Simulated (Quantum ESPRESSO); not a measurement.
A calculation with Quantum ESPRESSO 7.5 of Sc (ASE script, structure from a POSCAR):

run.py

```python
import numpy as np
from ase.calculators.espresso import Espresso, EspressoProfile
from ase.io import read

atoms = read('POSCAR')

input_data = {
    'control': {'calculation': 'scf', 'prefix': 'pwscf', 'outdir': './tmp', 'tprnfor': True, 'tstress': True, 'disk_io': 'nowf'},
    'system': {'ecutwfc': 60.0, 'nbnd': 11, 'occupations': 'smearing', 'smearing': 'fd', 'degauss': 0.00367493},
    'electrons': {'conv_thr': 2e-10, 'electron_maxstep': 120, 'mixing_beta': 0.5},
}
pseudopotentials = {'Sc': 'Sc_ONCV_PBE-1.0.oncvpsp.upf'}
profile = EspressoProfile(command='pw.x', pseudo_dir='pseudo')
dft = Espresso(profile=profile, input_data=input_data, pseudopotentials=pseudopotentials, kpts=(10, 10, 10), koffset=(0, 0, 0))
atoms.calc = dft

print(f'energy {atoms.get_potential_energy():.8f} eV')
print('forces (eV/A)')
print(np.round(atoms.get_forces(), 6))
print('stress (eV/A^3, Voigt)')
print(np.round(atoms.get_stress(), 8))
print(f'Fermi level {dft.get_fermi_level():.4f} eV')
```

POSCAR

```
Sc
1.0
   -1.9172054859      1.9172054859      1.7176030000
    1.9172054859     -1.9172054859      1.7176030000
    1.9172054859      1.9172054859     -1.7176030000
Sc
1
Direct
    0.0000000000      0.0000000000      0.0000000000
```

Potentials or basis: SSSP 1.3 efficiency PBE.

Run with:

```sh
$ OMP_NUM_THREADS=1 python run.py
```

This isn't the form of Sc at room conditions, which is hcp.

Question: Write the same calculation in another form: native input, structure typed inline.

Answer: As run:

The input pw.in:

```
&CONTROL
  calculation = 'scf'
  prefix = 'pwscf'
  outdir = './tmp'
  pseudo_dir = './pseudo'
  tprnfor = .true.
  tstress = .true.
  disk_io = 'nowf'
/
&SYSTEM
  ibrav = 0
  nat = 1
  ntyp = 1
  ecutwfc = 60
  nbnd = 11
  occupations = 'smearing'
  smearing = 'fd'
  degauss = 0.00367493
/
&ELECTRONS
  conv_thr = 2d-10
  electron_maxstep = 120
  mixing_beta = 0.5
/
ATOMIC_SPECIES
Sc    44.9559 Sc_ONCV_PBE-1.0.oncvpsp.upf
CELL_PARAMETERS angstrom
  -1.9172054859    1.9172054859    1.7176030000
   1.9172054859   -1.9172054859    1.7176030000
   1.9172054859    1.9172054859   -1.7176030000
ATOMIC_POSITIONS crystal
Sc     0.0000000000    0.0000000000    0.0000000000
K_POINTS automatic
10 10 10 0 0 0
```

Potentials or basis: SSSP 1.3 efficiency PBE.

Command:

```bash
$ OMP_NUM_THREADS=1 pw.x -in pw.in > pw.out
```

Both were run:

|  | ASE script, structure from a POSCAR | native input, structure typed inline |
| --- | --- | --- |
| Pressure | -0.7 GPa | -0.7 GPa |
| Band gap on the k mesh | none (metal or under the smearing width) | none (metal or under the smearing width) |

Keys that steer only the numerical path or the files written may differ.
